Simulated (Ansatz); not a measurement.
## Band table of BN

```yaml
crystal:
  lattice:
    - [2.50399, 0.00000, 0.00000]
    - [-1.25200, 2.16852, 0.00000]
    - [0.00000, 0.00000, 6.66120]
  atoms:
    - { symbol: B, position: [0.33333, 0.66667, 0.25000] }
    - { symbol: B, position: [0.66667, 0.33333, 0.75000] }
    - { symbol: N, position: [0.33333, 0.66667, 0.75000] }
    - { symbol: N, position: [0.66667, 0.33333, 0.25000] }
```

Atom numbers follow the list: B1, B2, N3, N4.

The cell is COD entry 9008997, as deposited and not checked against the literature; nothing was relaxed.

The calculation used Ansatz 0.2.0, DFT, PBEsol, all-electron LAPW, scalar-relativistic.

Numerical set-up: a Γ-centred 11×11×4 k mesh, Fermi–Dirac smearing of 0.02 eV, basis error target 1 meV/atom, no spin polarisation.

Path points, in fractions of the reciprocal vectors: Γ (0.000, 0.000, 0.000), M (0.500, 0.000, 0.000), K (0.333, 0.333, 0.000), A (0.000, 0.000, 0.500), L (0.500, 0.000, 0.500), H (0.333, 0.333, 0.500). Levels in eV from the valence-band top; bands 5 to 14, counted from the lowest band of the run. The gap is 4.14 eV, indirect from the line K (0.333, 0.333, 0)–Γ to M (0.5, 0, 0).

```
# k(1/Å) point b5 b6 b7 b8 b9 b10 b11 b12 b13 b14
0.000 Γ -17.80 -17.50 -6.32 -4.17 -1.35 -1.35 -1.32 -1.32 5.00 10.10
0.103 - -17.77 -17.48 -6.28 -4.14 -1.46 -1.43 -1.41 -1.37 5.05 10.09
0.207 - -17.70 -17.40 -6.18 -4.05 -1.77 -1.74 -1.55 -1.51 5.18 10.04
0.310 - -17.57 -17.28 -6.01 -3.89 -2.25 -2.22 -1.77 -1.73 5.40 9.95
0.414 - -17.40 -17.12 -5.77 -3.68 -2.87 -2.83 -2.05 -2.00 5.68 9.80
0.517 - -17.18 -16.91 -5.47 -3.58 -3.54 -3.41 -2.36 -2.31 6.02 9.56
0.621 - -16.92 -16.65 -5.10 -4.34 -4.29 -3.09 -2.68 -2.63 6.40 9.19
0.724 - -16.62 -16.36 -5.14 -5.08 -4.67 -2.99 -2.94 -2.72 6.84 8.67
0.828 - -16.28 -16.04 -5.93 -5.86 -4.20 -3.28 -3.23 -2.32 7.31 7.93
0.931 - -15.92 -15.70 -6.69 -6.61 -3.67 -3.54 -3.48 -1.89 7.07 7.80
1.035 - -15.56 -15.36 -7.40 -7.32 -3.77 -3.71 -3.12 -1.46 6.20 7.18
1.138 - -15.20 -15.03 -8.02 -7.94 -3.95 -3.88 -2.57 -1.06 5.40 6.56
1.242 - -14.88 -14.75 -8.52 -8.44 -4.08 -4.01 -2.05 -0.74 4.74 6.04
1.345 - -14.66 -14.57 -8.85 -8.78 -4.15 -4.09 -1.66 -0.54 4.29 5.67
1.449 M -14.57 -14.50 -8.96 -8.89 -4.18 -4.12 -1.50 -0.48 4.14 5.54
1.508 - -14.57 -14.50 -8.95 -8.89 -4.21 -4.15 -1.49 -0.47 4.14 5.54
1.568 - -14.55 -14.48 -8.93 -8.87 -4.31 -4.25 -1.46 -0.46 4.16 5.53
1.628 - -14.52 -14.45 -8.90 -8.83 -4.48 -4.41 -1.41 -0.42 4.19 5.51
1.688 - -14.48 -14.42 -8.86 -8.79 -4.69 -4.62 -1.35 -0.38 4.23 5.49
1.747 - -14.44 -14.37 -8.80 -8.73 -4.94 -4.87 -1.27 -0.33 4.28 5.46
1.807 - -14.38 -14.32 -8.73 -8.66 -5.23 -5.16 -1.17 -0.28 4.33 5.42
1.867 - -14.32 -14.26 -8.65 -8.57 -5.54 -5.46 -1.06 -0.21 4.39 5.37
1.927 - -14.25 -14.20 -8.56 -8.48 -5.85 -5.78 -0.93 -0.15 4.45 5.31
1.986 - -14.18 -14.13 -8.46 -8.37 -6.17 -6.09 -0.80 -0.09 4.51 5.23
2.046 - -14.12 -14.07 -8.36 -8.26 -6.47 -6.40 -0.65 -0.05 4.56 5.14
2.106 - -14.06 -14.02 -8.25 -8.14 -6.74 -6.68 -0.51 -0.02 4.61 5.04
2.166 - -14.00 -13.97 -8.16 -8.03 -6.96 -6.92 -0.37 -0.02 4.65 4.94
2.225 - -13.96 -13.95 -8.09 -7.94 -7.11 -7.10 -0.24 -0.05 4.70 4.84
2.285 K -13.94 -13.94 -8.06 -7.90 -7.16 -7.16 -0.13 -0.13 4.76 4.76
2.405 - -14.02 -13.98 -8.10 -7.97 -6.99 -6.97 -0.42 0.00 4.69 4.96
2.524 - -14.22 -14.14 -8.06 -7.97 -6.62 -6.59 -0.90 -0.06 4.83 5.29
2.644 - -14.54 -14.42 -7.83 -7.78 -6.17 -6.12 -1.51 -0.33 5.21 5.76
2.763 - -14.94 -14.78 -7.44 -7.41 -5.66 -5.61 -2.18 -0.74 5.81 6.34
2.883 - -15.38 -15.19 -6.90 -6.89 -5.11 -5.06 -2.87 -1.24 6.56 6.98
3.002 - -15.82 -15.61 -6.25 -6.25 -4.54 -4.49 -3.53 -1.77 7.43 7.65
3.122 - -16.25 -16.01 -5.53 -5.52 -4.15 -3.96 -3.91 -2.28 7.51 8.29
3.241 - -16.64 -16.38 -4.76 -4.75 -4.70 -3.39 -3.34 -2.75 6.89 8.87
3.361 - -16.98 -16.71 -5.19 -3.97 -3.95 -3.17 -2.85 -2.80 6.35 9.33
3.480 - -17.27 -16.99 -5.59 -3.52 -3.20 -3.18 -2.35 -2.31 5.89 9.67
3.600 - -17.50 -17.21 -5.91 -3.80 -2.48 -2.46 -1.94 -1.90 5.52 9.89
3.719 - -17.66 -17.37 -6.13 -4.01 -1.89 -1.86 -1.62 -1.58 5.24 10.02
3.839 - -17.76 -17.47 -6.27 -4.13 -1.50 -1.46 -1.42 -1.39 5.06 10.08
3.958 Γ -17.80 -17.50 -6.32 -4.17 -1.35 -1.35 -1.32 -1.32 5.00 10.10
3.992 - -17.80 -17.50 -6.31 -4.18 -1.35 -1.35 -1.32 -1.32 5.01 10.08
4.025 - -17.79 -17.51 -6.30 -4.21 -1.35 -1.35 -1.32 -1.32 5.06 10.01
4.059 - -17.79 -17.51 -6.27 -4.25 -1.35 -1.35 -1.32 -1.32 5.14 9.91
4.093 - -17.78 -17.52 -6.23 -4.31 -1.35 -1.35 -1.32 -1.32 5.24 9.77
4.126 - -17.78 -17.53 -6.18 -4.38 -1.35 -1.35 -1.32 -1.32 5.37 9.60
4.160 - -17.77 -17.54 -6.13 -4.47 -1.35 -1.35 -1.32 -1.32 5.53 9.41
4.194 - -17.76 -17.55 -6.06 -4.56 -1.35 -1.35 -1.32 -1.32 5.70 9.20
4.227 - -17.75 -17.56 -5.98 -4.67 -1.35 -1.35 -1.32 -1.32 5.90 8.97
4.261 - -17.73 -17.57 -5.90 -4.78 -1.35 -1.35 -1.33 -1.33 6.12 8.72
4.295 - -17.72 -17.59 -5.80 -4.89 -1.34 -1.34 -1.33 -1.33 6.35 8.46
4.329 - -17.70 -17.61 -5.70 -5.01 -1.34 -1.34 -1.33 -1.33 6.60 8.20
4.362 - -17.69 -17.62 -5.60 -5.13 -1.34 -1.34 -1.33 -1.33 6.85 7.93
4.396 - -17.67 -17.64 -5.49 -5.25 -1.34 -1.34 -1.33 -1.33 7.12 7.66
4.430 A -17.65 -17.65 -5.37 -5.37 -1.34 -1.34 -1.34 -1.34 7.38 7.38
4.533 - -17.63 -17.63 -5.34 -5.34 -1.44 -1.44 -1.39 -1.39 7.42 7.42
4.637 - -17.56 -17.56 -5.24 -5.24 -1.75 -1.75 -1.53 -1.53 7.52 7.52
4.740 - -17.43 -17.43 -5.08 -5.08 -2.23 -2.23 -1.75 -1.75 7.66 7.66
4.844 - -17.26 -17.26 -4.85 -4.85 -2.84 -2.84 -2.03 -2.03 7.83 7.83
4.947 - -17.05 -17.05 -4.57 -4.57 -3.53 -3.53 -2.33 -2.33 7.99 7.99
5.051 - -16.79 -16.79 -4.43 -4.43 -4.09 -4.09 -2.65 -2.65 8.09 8.09
5.154 - -16.49 -16.49 -5.13 -5.13 -3.78 -3.78 -2.96 -2.96 8.03 8.03
5.257 - -16.17 -16.17 -5.90 -5.90 -3.34 -3.34 -3.25 -3.25 7.71 7.71
5.361 - -15.82 -15.82 -6.66 -6.66 -3.51 -3.51 -2.85 -2.85 7.15 7.15
5.464 - -15.46 -15.46 -7.36 -7.36 -3.74 -3.74 -2.35 -2.35 6.47 6.47
5.568 - -15.12 -15.12 -7.99 -7.99 -3.91 -3.91 -1.85 -1.85 5.79 5.79
5.671 - -14.82 -14.82 -8.49 -8.49 -4.04 -4.04 -1.41 -1.41 5.19 5.19
5.775 - -14.61 -14.61 -8.82 -8.82 -4.12 -4.12 -1.09 -1.09 4.76 4.76
5.878 L -14.54 -14.54 -8.93 -8.93 -4.15 -4.15 -0.97 -0.97 4.61 4.61
5.938 - -14.53 -14.53 -8.93 -8.93 -4.18 -4.18 -0.96 -0.96 4.61 4.61
5.998 - -14.51 -14.51 -8.91 -8.91 -4.28 -4.28 -0.94 -0.94 4.62 4.62
6.058 - -14.49 -14.49 -8.87 -8.87 -4.44 -4.44 -0.90 -0.90 4.63 4.63
6.117 - -14.45 -14.45 -8.83 -8.83 -4.65 -4.65 -0.84 -0.84 4.64 4.64
6.177 - -14.40 -14.40 -8.77 -8.77 -4.91 -4.91 -0.77 -0.77 4.66 4.66
6.237 - -14.35 -14.35 -8.70 -8.70 -5.20 -5.20 -0.69 -0.69 4.67 4.67
6.297 - -14.29 -14.29 -8.62 -8.62 -5.50 -5.50 -0.60 -0.60 4.68 4.68
6.356 - -14.22 -14.22 -8.52 -8.52 -5.82 -5.82 -0.50 -0.50 4.68 4.68
6.416 - -14.16 -14.16 -8.42 -8.42 -6.13 -6.13 -0.39 -0.39 4.67 4.67
6.476 - -14.09 -14.09 -8.31 -8.31 -6.44 -6.44 -0.29 -0.29 4.65 4.65
6.536 - -14.04 -14.04 -8.20 -8.20 -6.72 -6.72 -0.20 -0.20 4.62 4.62
6.595 - -13.99 -13.99 -8.09 -8.09 -6.95 -6.95 -0.12 -0.12 4.58 4.58
6.655 - -13.96 -13.96 -8.01 -8.01 -7.11 -7.11 -0.06 -0.06 4.55 4.55
6.715 H -13.94 -13.94 -7.98 -7.98 -7.17 -7.17 -0.04 -0.04 4.54 4.54
6.834 - -14.00 -14.00 -8.04 -8.04 -6.99 -6.99 -0.14 -0.14 4.62 4.62
6.954 - -14.18 -14.18 -8.02 -8.02 -6.61 -6.61 -0.44 -0.44 4.87 4.87
7.073 - -14.48 -14.48 -7.81 -7.81 -6.15 -6.15 -0.91 -0.91 5.32 5.32
7.193 - -14.86 -14.86 -7.43 -7.43 -5.64 -5.64 -1.49 -1.49 5.91 5.91
7.312 - -15.28 -15.28 -6.90 -6.90 -5.09 -5.09 -2.10 -2.10 6.59 6.59
7.432 - -15.72 -15.72 -6.26 -6.26 -4.52 -4.52 -2.71 -2.71 7.27 7.27
7.551 - -16.13 -16.13 -5.54 -5.54 -3.95 -3.95 -3.28 -3.28 7.84 7.84
7.671 - -16.51 -16.51 -4.78 -4.78 -3.81 -3.81 -3.36 -3.36 8.14 8.14
7.790 - -16.85 -16.85 -4.35 -4.35 -3.90 -3.90 -2.82 -2.82 8.13 8.13
7.910 - -17.14 -17.14 -4.68 -4.68 -3.17 -3.17 -2.33 -2.33 7.96 7.96
8.029 - -17.36 -17.36 -4.98 -4.98 -2.46 -2.46 -1.92 -1.92 7.74 7.74
8.149 - -17.52 -17.52 -5.20 -5.20 -1.87 -1.87 -1.60 -1.60 7.56 7.56
8.268 - -17.62 -17.62 -5.33 -5.33 -1.48 -1.48 -1.40 -1.40 7.43 7.43
8.388 A -17.65 -17.65 -5.37 -5.37 -1.34 -1.34 -1.34 -1.34 7.38 7.38
```
